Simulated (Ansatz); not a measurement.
Predict the output of the script below (the Python package of Ansatz (0.2.0)).

Script `eps.py`:
```python
# -*- coding: utf-8 -*-
'''Response of BN to an electric field.'''

import ansatz as az
import numpy as np


def main():
    structure = (
        az.Lattice.from_parameters(2.50224357, 2.50224357, 10.11880321, alpha=90, beta=90, gamma=120)
        .space_group(160)
        .atom('B', (0.0, 0.0, 0.0003288))
        .atom('N', (2 / 3, 1 / 3, 0.0005715))
        .primitive()
    )

    # an insulator: whole occupations
    setup = (
        structure.calculation()
        .scf(tolerance=1e-09, max_iterations=100)
        .functional('LDA')
        .kpoints(9, 9, 9, center='monkhorst-pack')
        .basis(260)
        .eigensolver('davidson', mixed_precision=False)
        .occupations('fixed')
        .dielectric()
    )
    res = setup.run()
    response = res.dielectric
    eps = np.asarray(response.eps_inf)

    values = np.linalg.eigvalsh(eps)
    print('principal values of eps_inf:', np.round(values, 3))
    print('refractive indices:', np.round(np.sqrt(values), 3))
    for site, z in zip(res.lattice.sites, response.zstar_e):
        print(f'{site.symbol:2s} Z* trace/3 = {np.trace(z) / 3:+.3f} e')
    print(f'charge neutrality missed by {response.zstar_sum_residual_pre_e:.4f} e before the sum rule')


if __name__ == '__main__':
    main()
```

`python eps.py` gives:
```text
DeckWarning: basis.ecutwfc = 260 eV is below the records' recommended 420 eV, and the density's cutoff is lower with it unless basis.ecutrho_ratio is high enough to keep the records' density cutoff: compare with a run at a higher cutoff
principal values of eps_inf: [2.646 4.807 4.807]
refractive indices: [1.627 2.192 2.192]
B  Z* trace/3 = +1.995 e
N  Z* trace/3 = -1.995 e
charge neutrality missed by 0.0718 e before the sum rule
```
(Warnings from the package without file and line.)

Notes:
- The settings weren't tested for convergence.
- The cutoff lies under the one recommended for these potentials.
- The Fermi level of a run with fixed occupations marks the highest occupied state on its mesh, not mid-gap.
- Averages over directions belong to no single polarisation, least of all in layered crystals.
- Pressure is positive in compression.
- The structure comes from a database of computed cells and needn't be a stable or known phase.
- This is the electronic (clamped-ion) response; a semilocal gap that is too small tends to raise it. The typed mesh is that of the SCF; the response is solved on denser meshes that the run picks.
- Processor time in the engine: 27 s on 1 thread of Intel(R) Xeon(R) Processor @ 2.30GHz (shared host), peak memory 0.64 GiB.
